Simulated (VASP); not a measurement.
TePb:

```xyz
2
Lattice="0.0000 3.2310 3.2310 3.2310 0.0000 3.2310 3.2310 3.2310 0.0000" Properties=species:S:1:pos:R:3 pbc="T T T"
Pb    0.0000    0.0000    0.0000
Te    3.2310    3.2310    3.2310
```

| Item | Value |
| --- | --- |
| Program | VASP 6.6.1 |
| Task | relaxation of cell and atoms |
| Functional | BLYP |
| Potentials or basis | VASP PAW PBE potentials, release 64 (Pb_d, Te) |
| Cutoff | 600 eV |
| k mesh | 7 × 7 × 7 |
| Occupations | fermi-dirac, width 0.05 eV |
| Spin | no spin polarisation |

At the start: pressure 5.5 GPa; volume 33.73 Å³/atom.

Question: Where does the relaxation end?

Answer: Over 3 steps the energy falls by 70.2 meV/atom and the volume is 38.29 Å³/atom (+13.5 %); space group Fm-3m (No. 225, to 0.05 Å).

The path:
```
step  energy change (eV)  largest force (eV/Å)  pressure (GPa)  volume (Å³)
   1              0.0000                0.0000            5.51        67.46
   2             -0.1309                0.0000           -1.06        79.43
   3             -0.1404                0.0000            0.02        76.58
```

Final structure:
```yaml
crystal:
  lattice:
    - [0.00000, 3.37052, 3.37052]
    - [3.37052, 0.00000, 3.37052]
    - [3.37052, 3.37052, 0.00000]
  atoms:
    - { symbol: Pb, position: [0.00000, 0.00000, 0.00000] }
    - { symbol: Te, position: [0.50000, 0.50000, 0.50000] }
```

Caveat: the PAW data sets were made with another functional, which shifts forces and pressure a little; the volume moved by +14 % from the deposited cell, more than functionals usually miss.
